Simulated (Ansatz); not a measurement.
The system is Ru.

```
Ru
1.0
     2.70580    0.00000    0.00000
    -1.35290    2.34329    0.00000
     0.00000    0.00000    4.28190
Ru
2
Direct
  0.66667 0.33333 0.75000
  0.33333 0.66667 0.25000
```

- Program: Ansatz 0.2.0
- Task: relaxation of cell and atoms
- Functional: r2SCAN
- Dispersion: rVV10
- Potentials or basis: Ansatz PAW
- Cutoff: 500 eV (not typed: the program's choice for these potentials)
- k mesh: 11 × 11 × 6
- Occupations: fermi-dirac, width 0.05 eV
- Spin: no spin polarisation

At the start: volume 13.57 Å³/atom.

Q: How do energy, volume and symmetry change on relaxing?

A: It ends after 4 steps and the volume is 13.39 Å³/atom (-1.4 %); space group P6_3/mmc (No. 194, to 0.05 Å).

The path:
```tsv
step	energy change (eV)	largest force (eV/Å)	volume (Å³)
1	0.0000	0.0000	27.15
2	-0.0057	0.0000	26.79
3	-0.0057	0.0000	26.78
4	-0.0055	0.0000	26.78
```

Final structure:
```
Ru
1.0
     2.69478    0.00000    0.00000
    -1.34739    2.33375    0.00000
     0.00000    0.00000    4.25821
Ru
2
Cartesian
  1.3474 0.7779 3.1937
  0.0000 1.5558 1.0646
```

Caveat: the plane-wave basis is chosen anew once the cell has moved, so the energies of steps on either side of that aren't comparable; the PAW data sets come from PBE, with cores solved anew for the run's functional, which leaves a small shift of forces and pressure.
